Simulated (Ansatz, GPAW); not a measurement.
## One calculation of Sb, 3 ways

```
Sb
1.0
     2.15420    1.24373    3.75800
    -2.15420    1.24373    3.75800
     0.00000   -2.48746    3.75800
Sb
2
Direct
  0.76651 0.76651 0.76651
  0.23349 0.23349 0.23349
```

Alike in all runs: task single point; functional PBE; k mesh 8 × 8 × 8; occupations gaussian, width 0.017 eV; no spin polarisation; no spin-orbit coupling. Pressure is positive in compression and, in plane waves, holds the error of the finite cutoff, which Ansatz's Pulay term estimates and takes out.

```csv
program and potentials,plane-wave cutoff (eV),notes,pressure (GPa),largest force (eV/Å)
"Ansatz, Ansatz PAW",420,Pulay term of +0.03 GPa included,2.70,0.141
"Ansatz, all-electron LAPW, scalar-relativistic",-,-,?,?
"GPAW, GPAW PAW data sets (gpaw-data 1.2.1)",600,-,2.40,0.125
```

Q: Estimate from the other rows what the run with Ansatz, all-electron LAPW, scalar-relativistic gave.

A: Pressure 2.71 GPa; largest force 0.141 eV/Å. The other rows, which needn't bracket it: pressure 2.40 to 2.70; largest force 0.125 to 0.141.
